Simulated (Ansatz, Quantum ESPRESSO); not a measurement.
# BeS (F-43m): phonons by linear response, part 2 of 4

Wanted: phonon bands, density of states and zone-centre response of BeS (F-43m).

Quantum ESPRESSO 7.5; DFT PBE, scalar-relativistic, plane waves, GBRV ultrasoft pseudopotentials.

So far. Step 2 (A probe with smearing): A gap of 3.1 eV opens on this mesh, so the crystal is taken as an insulator; the start stands at 1.6 GPa. Step 4 (Self-consistent run for the response): The cell stands at 0.0060 GPa, close enough for phonons. The relaxed cell has a = 4.877 Å (conventional setting).

The database entry behind the starting cell differs from later determinations by our own check (0.1 to 0.3 % short, probably kX units), so it need not match the best structure at ambient conditions.

### 5. Phonons on a q mesh

Linear response treats each wavevector in the unit cell, with no supercell; the 4×4×4 mesh fixes the range of the force constants to be had.

The input, ph.in:

```
phonons
&inputph
   prefix = 'x'
   outdir = './tmp'
   fildyn = 'x.dyn'
   tr2_ph = 1.0d-18
   epsil = .true.
   ldisp = .true.
   nq1 = 4
   nq2 = 4
   nq3 = 4
/
```

On the command line:

```sh
> OMP_NUM_THREADS=1 mpirun -n 4 ph.x -nk 4 -in ph.in > ph.out
```

Numbers of over 12 decimals in the logs are rounded to 6 here.

The program printed:

```text
[banners, grids, parts of the stress and lines that vanish by symmetry left out]
[banner, memory and clock lines left out]
Program PHONON v.7.5

[...]
Exchange-correlation= PBE
                           (   1   4   3   4   0   0   0)
[...]
(   8 q-points):
[...]
kinetic-energy cut-off    =      45.0000  Ry
     charge density cut-off    =     270.0000  Ry
     convergence threshold     =      1.0E-18
[...]
Exchange-correlation= PBE
                           (   1   4   3   4   0   0   0)
[...]
q = (   0.0000000   0.0000000   0.0000000 )
     25 Sym.Ops. (with q -> -q+G )
     G cutoff =  580.9302  (  14649 G-vectors)     FFT grid: ( 36, 36, 36)
     G cutoff =  387.2868  (   7943 G-vectors)  smooth grid: ( 27, 27, 27)
     number of k points=    29
[...]
Mode symmetry, T_d (-43m)  point group:
[...]
Dielectric constant
[...]
End of electric fields calculation
          Dielectric constant in cartesian axis
          (       5.269599950      -0.000000000      -0.000000000 )
          (      -0.000000000       5.269599950       0.000000000 )
          (      -0.000000000      -0.000000000       5.269599950 )
          Effective charges (d Force / dE) in cartesian axis without acoustic sum rule applied (asr)
           atom    1  Be    Mean Z*:        1.62774
      Ex  (        1.62774       -0.00000        0.00000 )
      Ey  (       -0.00000        1.62774       -0.00000 )
      Ez  (        0.00000       -0.00000        1.62774 )
           atom    2  S     Mean Z*:       -1.62527
      Ex  (       -1.62527       -0.00000       -0.00000 )
      Ey  (       -0.00000       -1.62527        0.00000 )
      Ez  (       -0.00000        0.00000       -1.62527 )
          Effective charges Sum: Mean:        0.00247
[...]
Effective charges (d Force / dE) in cartesian axis with asr applied:
           atom    1  Be    Mean Z*:        1.62650
[...]
atom    2  S     Mean Z*:       -1.62650
[...]
Representation #   1 modes #   1   2   3
[...]
End of self-consistent calculation
     Convergence has been achieved
     Representation #   2 modes #   4   5   6
[...]
End of self-consistent calculation
     Convergence has been achieved
[...]
Dielectric constant in cartesian axis
          (       5.269599950      -0.000000000      -0.000000000 )
          (      -0.000000000       5.269599950       0.000000000 )
          (      -0.000000000      -0.000000000       5.269599950 )
          Effective charges (d Force / dE) in cartesian axis without acoustic sum rule applied (asr)
           atom    1  Be    Mean Z*:        1.62774
      Ex  (        1.62774       -0.00000        0.00000 )
      Ey  (       -0.00000        1.62774       -0.00000 )
      Ez  (        0.00000       -0.00000        1.62774 )
           atom    2  S     Mean Z*:       -1.62527
      Ex  (       -1.62527       -0.00000       -0.00000 )
      Ey  (       -0.00000       -1.62527        0.00000 )
      Ez  (       -0.00000        0.00000       -1.62527 )
          Effective charges Sum: Mean:        0.00247
[...]
Effective charges (d Force / dE) in cartesian axis with asr applied:
           atom    1  Be    Mean Z*:        1.62650
[...]
atom    2  S     Mean Z*:       -1.62650
[...]
Effective charges (d P / du) in cartesian axis
[...]
q = (    0.000000000   0.000000000   0.000000000 )
[...]
freq (    1) =      -0.558241 [THz] =     -18.620918 [cm-1]
     freq (    2) =      -0.558241 [THz] =     -18.620918 [cm-1]
     freq (    3) =      -0.558241 [THz] =     -18.620918 [cm-1]
     freq (    4) =      16.720759 [THz] =     557.744489 [cm-1]
     freq (    5) =      16.720759 [THz] =     557.744489 [cm-1]
     freq (    6) =      16.720759 [THz] =     557.744489 [cm-1]
[...]
Mode symmetry, T_d (-43m)  point group:
     freq (   1-   3) =        -18.6  [cm-1]   --> T_2  G_15 P_4   I+R
     freq (   4-   6) =        557.7  [cm-1]   --> T_2  G_15 P_4   I+R
[...]
Mode symmetry, C_3v (3m)   point group:
[...]
Representation #   1 mode #   1
[...]
End of self-consistent calculation
     Convergence has been achieved
     Representation #   2 mode #   2
[...]
End of self-consistent calculation
     Convergence has been achieved
     Representation #   3 modes #   3   4
[...]
Convergence has been achieved
     Representation #   4 modes #   5   6
[...]
Convergence has been achieved
[...]
q = (   -0.250000000   0.250000000  -0.250000000 )
[...]
freq (    1) =       3.704544 [THz] =     123.570271 [cm-1]
     freq (    2) =       3.704544 [THz] =     123.570271 [cm-1]
     freq (    3) =       7.549701 [THz] =     251.830911 [cm-1]
     freq (    4) =      16.302570 [THz] =     543.795190 [cm-1]
     freq (    5) =      16.302570 [THz] =     543.795190 [cm-1]
     freq (    6) =      19.012166 [THz] =     634.177610 [cm-1]
[...]
Mode symmetry, C_3v (3m)   point group:
     freq (   1-   2) =        123.6  [cm-1]   --> E    L_3
     freq (   3-   3) =        251.8  [cm-1]   --> A_1  L_1
     freq (   4-   5) =        543.8  [cm-1]   --> E    L_3
     freq (   6-   6) =        634.2  [cm-1]   --> A_1  L_1
[...]
Mode symmetry, C_3v (3m)   point group:
[...]
Representation #   1 mode #   1
[...]
Convergence has been achieved
     Representation #   2 mode #   2
[...]
Convergence has been achieved
     Representation #   3 modes #   3   4
[...]
Convergence has been achieved
     Representation #   4 modes #   5   6
[...]
Convergence has been achieved
[...]
q = (    0.500000000  -0.500000000   0.500000000 )
[...]
freq (    1) =       4.929056 [THz] =     164.415621 [cm-1]
     freq (    2) =       4.929056 [THz] =     164.415621 [cm-1]
[...]
Mode symmetry, C_3v (3m)   point group:
     freq (   1-   2) =        164.4  [cm-1]   --> E    L_3
     freq (   3-   3) =        367.4  [cm-1]   --> A_1  L_1
     freq (   4-   5) =        537.0  [cm-1]   --> E    L_3
     freq (   6-   6) =        603.1  [cm-1]   --> A_1  L_1
[...]
Mode symmetry, C_2v (mm2)  point group:
[...]
Convergence has been achieved
[...]
Convergence has been achieved
[...]
Convergence has been achieved
[...]
Convergence has been achieved
[...]
q = (    0.000000000   0.500000000   0.000000000 )
[...]
Mode symmetry, C_2v (mm2)  point group:
     freq (   1-   1) =        172.2  [cm-1]   --> B_1  D_3  S_3
     freq (   2-   2) =        172.2  [cm-1]   --> B_2  D_4  S_4
     freq (   3-   3) =        255.2  [cm-1]   --> A_1  D_1  S_1
     freq (   4-   4) =        524.4  [cm-1]   --> B_1  D_3  S_3
     freq (   5-   5) =        524.4  [cm-1]   --> B_2  D_4  S_4
     freq (   6-   6) =        653.1  [cm-1]   --> A_1  D_1  S_1
[...]
Mode symmetry, C_s (m)     point group:
[...]
q = (    0.750000000  -0.250000000   0.750000000 )
[...]
Mode symmetry, C_s (m)     point group:
     freq (   1-   1) =        207.3  [cm-1]   --> A''
     freq (   2-   2) =        258.5  [cm-1]   --> A'
     freq (   3-   3) =        336.2  [cm-1]   --> A'
     freq (   4-   4) =        514.5  [cm-1]   --> A''
     freq (   5-   5) =        520.8  [cm-1]   --> A'
     freq (   6-   6) =        603.2  [cm-1]   --> A'
[...]
Mode symmetry, C_s (m)     point group:
[...]
q = (    0.500000000   0.000000000   0.500000000 )
[...]
Mode symmetry, C_s (m)     point group:
     freq (   1-   1) =        181.5  [cm-1]   --> A''
     freq (   2-   2) =        253.4  [cm-1]   --> A'
     freq (   3-   3) =        309.0  [cm-1]   --> A'
     freq (   4-   4) =        527.4  [cm-1]   --> A''
     freq (   5-   5) =        533.1  [cm-1]   --> A'
     freq (   6-   6) =        590.5  [cm-1]   --> A'
[...]
Mode symmetry, D_2d (-42m) point group:
[...]
Representation #   3 modes #   3   4
[...]
Convergence has been achieved
     Representation #   4 modes #   5   6
[...]
Convergence has been achieved
[...]
q = (    0.000000000  -1.000000000   0.000000000 )
[...]
freq (    5) =      14.978149 [THz] =     499.617262 [cm-1]
     freq (    6) =      19.466165 [THz] =     649.321355 [cm-1]
[...]
Mode symmetry, D_2d (-42m) point group:
     freq (   1-   2) =        233.2  [cm-1]   --> E    X_5  W_3
     freq (   3-   3) =        368.1  [cm-1]   --> A_1  X_1  W_1
     freq (   4-   5) =        499.6  [cm-1]   --> E    X_5  W_3
     freq (   6-   6) =        649.3  [cm-1]   --> B_2  X_3  W_2
[...]
Mode symmetry, S_4 (-4)    point group:
[...]
Convergence has been achieved
[...]
Convergence has been achieved
[...]
Convergence has been achieved
[...]
Convergence has been achieved
     Representation #   5 mode #   5
[...]
End of self-consistent calculation
     Convergence has been achieved
     Representation #   6 mode #   6
[...]
End of self-consistent calculation
     Convergence has been achieved
[...]
q = (   -0.500000000  -1.000000000   0.000000000 )
[...]
freq (    1) =       8.148144 [THz] =     271.792837 [cm-1]
     freq (    2) =       8.428307 [THz] =     281.138062 [cm-1]
     freq (    3) =       9.824545 [THz] =     327.711542 [cm-1]
     freq (    4) =      15.221561 [THz] =     507.736623 [cm-1]
     freq (    5) =      15.912774 [THz] =     530.792997 [cm-1]
     freq (    6) =      16.998584 [THz] =     567.011737 [cm-1]
[...]
Mode symmetry, S_4 (-4)    point group:
     freq (   1-   1) =        271.8  [cm-1]   --> E*   W_2
     freq (   2-   2) =        281.1  [cm-1]   --> B    W_3
     freq (   3-   3) =        327.7  [cm-1]   --> A    W_1
     freq (   4-   4) =        507.7  [cm-1]   --> B    W_3
     freq (   5-   5) =        530.8  [cm-1]   --> E*   W_2
     freq (   6-   6) =        567.0  [cm-1]   --> E    W_4
```

The job ended after 13 min (4 MPI ranks of Arm Neoverse V2, shared host).

Read from the output:

| Property | Result |
| --- | --- |
| miss of the charge sum rule | 0.002470 e |
| largest acoustic frequency at the zone centre before the sum rule | -18.62 cm⁻¹ |
| highest optical zone-centre mode (no LO-TO term) | 557.7 cm⁻¹ |
| lowest optical zone-centre mode | 557.7 cm⁻¹ |
| mean high-frequency dielectric constant | 5.270 |
| largest Born charge in size (third of the trace) | 1.628 e |
| lowest mode on the q mesh (acoustic ones at the zone centre apart) | 123.6 cm⁻¹ |

Frequencies (cm⁻¹) at each irreducible wavevector; negative means imaginary. Frequencies by wavevector:

```csv
q (fractions),star,mode 1,mode 2,mode 3,mode 4,mode 5,mode 6
0 0 0,1,-18.62,-18.62,-18.62,557.7,557.7,557.7
0 0 0.25,8,123.6,123.6,251.8,543.8,543.8,634.2
0 0 -0.5,4,164.4,164.4,367.4,537,537,603.1
0 0.25 0.25,6,172.2,172.2,255.2,524.4,524.4,653
0 0.25 -0.5,24,207.3,258.5,336.2,514.5,520.8,603.2
0 0.25 -0.25,12,181.5,253.3,309,527.4,533.1,590.5
0 -0.5 -0.5,3,233.2,233.2,368.1,499.6,499.6,649.3
0.25 -0.5 -0.25,6,271.8,281.1,327.7,507.7,530.8,567
```

Born charge (rows field, columns displacement), before the sum rule (e), principal values of the symmetric part by kind of site:

```csv
atom,atoms with these values,low,middle,high,mean
Be1,1,1.63,1.63,1.63,1.63
S2,1,-1.63,-1.63,-1.63,-1.63
```

In full for S2:

```
-1.63  0.00  0.00
 0.00 -1.63  0.00
 0.00  0.00 -1.63
```

High-frequency dielectric tensor:

```
5.27 0.00 0.00
0.00 5.27 0.00
0.00 0.00 5.27
```

The acoustic modes at Γ come out as far as 18.6 cm⁻¹ from zero, where they should vanish, a sizeable error of basis and grid; the Born charges miss their sum rule by 0.0025 e, which is good.

### 6. Force constants in real space

The dynamical matrices of the mesh are Fourier-transformed to force constants in real space, after the long-range dipole part is taken out.

The input, q2r.in:

```
&input
   fildyn = 'x.dyn'
   zasr = 'simple'
   flfrc = 'x.fc'
/
```

On the command line:

```sh
> q2r.x < q2r.in > q2r.out
```

The program printed:

```text
[banners, grids, parts of the stress and lines that vanish by symmetry left out]
[banner, memory and clock lines left out]
Program Q2R v.7.5

  reading grid info from file x.dyn0

  reading force constants from file x.dyn1
 macroscopic fields = T
   5.26960  -0.00000  -0.00000
  -0.00000   5.26960  -0.00000
[...]
na=            1
[...]
na=            2
[...]
-0.00000  -1.62527   0.00000
  -0.00000   0.00000  -1.62527
  alpha Ewald:    2.151593
  nqs=            1
 q=   0.00000000  0.00000000  0.00000000
  reading force constants from file x.dyn2
  alpha Ewald:    2.151593
  nqs=            8
 q=  -0.25000000  0.25000000 -0.25000000
[...]
reading force constants from file x.dyn7
  alpha Ewald:    2.151593
  nqs=            3
[...]
reading force constants from file x.dyn8
  alpha Ewald:    2.151593
  nqs=            6
[...]
q=   0.00000000 -0.50000000 -1.00000000
 q=   0.00000000  0.50000000 -1.00000000

      q-space grid ok, #points =   64

      fft-check success (sum of imaginary terms < 10^-12)
```

Wall time 0.48 s (1 thread).

### 7. Interpolated phonon bands

From the force constants any wavevector is cheap; points of the mesh come back as solved, but for the sum rule and, in polar crystals, the LO-TO term at Γ; the rest is interpolation.

The input, matdyn.in:

```
&input
   asr = 'simple'
   flfrc = 'x.fc'
   flfrq = 'x.freq'
   flvec = 'x.modes'
   q_in_band_form = .true.
   q_in_cryst_coord = .true.
/
8
  0.0000000   0.0000000   0.0000000  12  ! GAMMA
  0.0000000   0.5000000   0.5000000  12  ! X
  0.0000000   0.6250000   0.3750000   1  ! U
 -0.3750000   0.3750000  -0.0000000  12  ! K
  0.0000000   0.0000000   0.0000000  12  ! GAMMA
  0.0000000   0.5000000  -0.0000000  12  ! L
 -0.2500000   0.5000000   0.2500000  12  ! W
  0.0000000   0.5000000   0.5000000   1  ! X
```

On the command line:

```sh
> matdyn.x -in matdyn.in > matdyn.out
```

The program printed:

```text
[banner, memory and clock lines left out]
Program MATDYN v.7.5

 mass for atomic type   1 not given; uses mass from file x.fc
 mass for atomic type   2 not given; uses mass from file x.fc
```

Run time: 0.48 s. Hardware: 1 thread.

This step gave:

```
lowest frequency on the path : 0 cm⁻¹
```

Matdyn.x, sum rule simple. The phonon branches at the labelled points (cm⁻¹):

```csv
point,branch 1,branch 2,branch 3,branch 4,branch 5,branch 6
Γ,0,0,0,559,559,658
halfway,173,173,256,526,526,654
X,234,234,368,501,501,650
halfway,231,255,360,503,504,634
U,223,294,340,509,509,602
jump to K,223,294,340,509,509,602
halfway,146,202,265,540,544,615
Γ,0,0,0,559,559,658
halfway,125,125,252,545,545,635
L,165,165,368,538,538,604
halfway,207,249,349,518,536,582
W,272,282,328,509,532,568
halfway,252,253,352,505,508,619
X,234,234,368,501,501,650
```

The phonon branches as a text plot (rows in cm⁻¹):

```
    645 |***************          ***********                  **
    617 |               **      **           *****           **
    590 |                 ******                  *****     *
    562 |****                     *********            *****
    535 |    ***             ******        *****************
    507 |       *************                         ***********
    480 |
    453 |
    425 |
    398 |
    370 |           ****                         ****         ***
    343 |         **    ****                   **    ****   **
    315 |        *        *****               *          ***
    288 |       *        *  ** *             *         *****
    261 |      *       **     * *           *         *  ******
    233 |     *   ********     * *                   * **      **
    206 |       **        ****  * *        *        ***
    178 |    * *              ** *        *      ****
    151 |   * *                 * **         ****
    123 |    *                   *       *  *
     96 |  **                     ***   * **
     69 |  *                       **    *
     41 | *                         *** *
     14 |*                           ***
         Γ           X  U|K            Γ         L        W     X
```

All branches are real along the path.

### 8. Sums over the zone

Sums over the zone need many more wavevectors than were solved, so the interpolation is sampled on a dense mesh.

The input, matdyn.in:

```
&input
   asr = 'simple'
   flfrc = 'x.fc'
   dos = .true.
   fldos = 'x.dos'
   nk1 = 16
   nk2 = 16
   nk3 = 16
   deltaE = 1.0
/
```

On the command line:

```sh
> matdyn.x -in matdyn.in > matdyn.out
```

The program printed:

```text
[banner, memory and clock lines left out]
Program MATDYN v.7.5

 mass for atomic type   1 not given; uses mass from file x.fc
 mass for atomic type   2 not given; uses mass from file x.fc
```

Run time: 5.2 s. Hardware: 1 thread.

This step gave:

| Quantity | Value |
| --- | --- |
| share of modes beyond 3i cm⁻¹ on the dense interpolated mesh | 0 |
| zero-point energy per atom | 74.12 meV |
| heat capacity at 300 K | 18.23 J/(mol atoms K) |
| vibrational entropy at 300 K | 15.31 J/(mol atoms K) |

The phonon density of states has structure finer than the step of the table below, so its rows give means over 20 cm⁻¹, whole bins alone (the curve runs from 0 to 656 cm⁻¹). Peaks (cm⁻¹: height): total 232.0: 0.0205, 336.0: 0.0266, 508.0: 0.0473, 536.0: 0.0611, 588.0: 0.0216; Be 508.0: 0.0372, 536.0: 0.0498, 588.0: 0.0207; S 232.0: 0.0167, 332.0: 0.0256, 540.0: 0.0115.

Tetrahedra. Phonon density of states against wavenumber; means over each step; values in 1/cm⁻¹/cell:

```csv
wavenumber (cm⁻¹),total,Be,S
20,3.0e-5,6.5e-6,2.2e-5
40,2.1e-4,4.8e-5,1.6e-4
60,5.4e-4,1.2e-4,4.2e-4
80,0.00114,2.5e-4,9.0e-4
100,0.00187,4.0e-4,0.00147
120,0.00299,6.3e-4,0.00235
140,0.00479,9.9e-4,0.00379
160,0.00882,0.00179,0.00704
180,0.0141,0.00278,0.0113
200,0.0158,0.00305,0.0127
220,0.0182,0.00344,0.0148
240,0.0169,0.00309,0.0138
260,0.0122,0.00211,0.0101
280,0.0114,0.00193,0.00944
300,0.00569,7.1e-4,0.00498
320,0.00935,6.5e-4,0.00870
340,0.0204,8.1e-4,0.0196
360,0.00572,1.4e-4,0.00559
380,6.5e-6,0,6.5e-6
400,0,0,0
420,0,0,0
440,0,0,0
460,0,0,0
480,0,0,0
500,0.0132,0.0105,0.00273
520,0.0408,0.0331,0.00770
540,0.0429,0.0347,0.00816
560,0.00312,0.00246,6.6e-4
580,0.0105,0.0101,4.3e-4
600,0.0166,0.0158,8.6e-4
620,0.0114,0.0104,9.5e-4
640,0.00959,0.00851,0.00108
```

Harmonic thermodynamic functions per atom, summed over the density of states scaled to three modes an atom; melting is ignored. Thermodynamic functions:

```csv
T (K),F_vib (meV/atom),S (J/mol-atom/K),C_V (J/mol-atom/K)
0,74.12,0,0
50,74.08,0.34,1.148
100,73.44,2.414,5.5
200,67.7,8.844,13.5
300,55.12,15.31,18.23
400,36.26,20.93,20.7
500,12.02,25.71,22.07
600,-16.81,29.82,22.88
700,-49.6,33.38,23.4
800,-85.86,36.53,23.74
900,-125.2,39.34,23.99
1000,-167.3,41.88,24.16
```

At 300 K the heat capacity has reached 73 % of the Dulong-Petit value.

### 9. Modes with the sum rule

A rigid shift of the crystal must cost nothing, but grids and finite bases break this; the acoustic sum rule is imposed before the matrix is diagonalised again. With Born charges the intensities follow, and the static dielectric tensor.

The input, dynmat.in:

```
&input
   fildyn = 'x.dyn1'
   asr = 'simple'
   fileig = 'dynmat.eig'
   lperm = .true.
/
```

On the command line:

```sh
> dynmat.x -in dynmat.in > dynmat.out
```

The program printed:

```text
[banner, memory and clock lines left out]
Program DYNMAT v.7.5

     Reading Dynamical Matrix from file x.dyn1
     ...Force constants read
     ...epsilon and Z* read
     A direction for q was not specified:TO-LO splitting will be absent

     Polarizability (A^3 units)
     multiply by 0.412677 for Clausius-Mossotti correction
         9.853730   -0.000000   -0.000000
        -0.000000    9.853730   -0.000000
        -0.000000    0.000000    9.853730

     IR activities are in (D/A)^2/amu units

# mode   [cm-1]    [THz]      IR
    1     -0.00   -0.0000    0.0000
    2     -0.00   -0.0000    0.0000
    3     -0.00   -0.0000    0.0000
    4    558.80   16.7525    8.6762
    5    558.80   16.7525    8.6762
    6    558.80   16.7525    8.6762

Electronic dielectric permittivity tensor (relative, adimensional)
         5.269600   -0.000000   -0.000000
        -0.000000    5.269600   -0.000000
        -0.000000    0.000000    5.269600

 ... with zone-center polar mode contributions
         7.312954   -0.000000    0.000000
        -0.000000    7.312954    0.000000
         0.000000    0.000000    7.312954
```

It took 0.47 s on 1 thread.

Read from the output:

| Item | Value |
| --- | --- |
| highest optical zone-centre mode (no LO-TO term) | 558.8 cm⁻¹ |
| lowest optical zone-centre mode | 558.8 cm⁻¹ |
| mean static dielectric constant | 7.313 |

Unit eigenvectors of the mass-weighted matrix after the sum rule; no LO-TO term. Modes at Γ, with each element's share of the kinetic energy:

```csv
mode,frequency (cm⁻¹),symmetry,Be %,S %
1,0.0,acoustic,22,78
2,0.0,acoustic,22,78
3,0.0,acoustic,22,78
4,558.8,T2,78,22
5,558.8,T2,78,22
6,558.8,T2,78,22
```

Displacements in mode 6 (558.8 cm⁻¹), the largest set to 1:
```
Be1  0.00  1.00  0.00
S2   0.00 -0.28  0.00
```

Degenerate modes summed, no LO-TO term. Infrared lines, with heights relative to the strongest:

```csv
position (cm⁻¹),lines merged,label,"IR intensity, relative"
559,3,T2,100
```

Static dielectric tensor (ions relaxed, fixed cell):

```
7.31 0.00 0.00
0.00 7.31 0.00
0.00 0.00 7.31
```

The rule also moves an optical mode by 1.1 cm⁻¹.

(Part 2 of 4 ends here.)

[Host names and launcher messages were left out of these logs when they were recorded.]

[Logs are printed without paths, hosts, clocks, repeated set-up lines and the standing remarks that a program may print on its own settings, such as how far it seeks lower states.]

[Hosts, paths, dates, database ids (printed as entryN), source tags and the programs' standing remarks are cut or masked in the printed files.]
